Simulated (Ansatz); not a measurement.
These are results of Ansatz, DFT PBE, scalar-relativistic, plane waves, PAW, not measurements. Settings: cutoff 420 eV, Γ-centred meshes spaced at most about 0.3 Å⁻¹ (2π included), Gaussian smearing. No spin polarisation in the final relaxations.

These are static total energies at zero pressure. All come from trial cells, and lower structures may exist.

Task: Order these relaxed structures of ZnS by energy, lowest first, with the energy over the lowest of them.
A.

Space group Pm-3n (No. 223). a = 6.700 Å, b = 6.700 Å, c = 6.700 Å, α = 90.00°, β = 90.00°, γ = 90.00°
```json
{"atom": "Zn", "site": "6d", "symmetry": "-4m.2", "x": "0.5000", "y": "0.0000", "z": "0.7500"}
{"atom": "S", "site": "6c", "symmetry": "-4m.2", "x": "0.0000", "y": "0.5000", "z": "0.7500"}
```

B.

Space group P4_12_12 (No. 92). a = 4.369 Å, b = 4.369 Å, c = 16.979 Å, α = 90.00°, β = 90.00°, γ = 90.00°
```json
{"atom": "Zn", "site": "8b", "symmetry": "1", "x": "0.1585", "y": "0.4888", "z": "0.3165"}
{"atom": "S", "site": "8b", "symmetry": "1", "x": "0.9042", "y": "0.4948", "z": "0.4359"}
```

Result: A (0 meV/atom), B (107 meV/atom). Forms: A Pm-3n; B P4_12_12. Counting S atoms around Zn (those within 1.25 times the shortest such distance or 1.15 times the sum of covalent radii): A has Zn 4; B has Zn 4.

With atoms moved at random, Pm-3n came back. Other cells relaxed within their symmetry can be saddle points. The part of the Crystallography Open Database at hand lists ZnS in space groups No. 156, 160, 186, 216; no cell shown has one of them. Some structure types and database cells were kept out of the candidates from the start, so a known form may be missing.
